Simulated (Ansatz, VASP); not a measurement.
**Two plane-wave programs on InGa3N**

```xyz
5
Lattice="4.3733 0.0000 0.0000 0.0000 4.3733 0.0000 0.0000 0.0000 4.3733" Properties=species:S:1:pos:R:3 pbc="T T T"
In    0.0000    0.0000    0.0000
Ga    2.1866    2.1866    0.0000
Ga    0.0000    2.1866    2.1866
Ga    2.1866    0.0000    2.1866
N     2.1866    2.1866    2.1866
```

Alike in both runs: functional PBEsol; k mesh 8 × 8 × 8; occupations fermi-dirac, width 0.15 eV; no spin polarisation.

Ansatz relaxed the structure, and its values are those at the end. VASP's run is a single point on that final structure, the one shown.

```csv
,VASP,Ansatz
version,VASP 6.6.1,Ansatz 0.2.0
potentials or method,"VASP PAW PBE potentials, release 64 (In_d, Ga_d, N)","scalar-relativistic, plane waves, PAW"
plane-wave cutoff (eV),520,420
valence electrons in the cell,57,57
```

```tsv
	VASP	Ansatz	Ansatz less VASP
gap on the k mesh at the Fermi level (eV)	none	none	-
pressure (GPa)	0.0	0.0	0.00
```

A gap of «none» marks a metal or a gap that the smearing closes.

Caveats: the PAW data sets were made with another functional, which shifts forces and pressure a little (VASP).
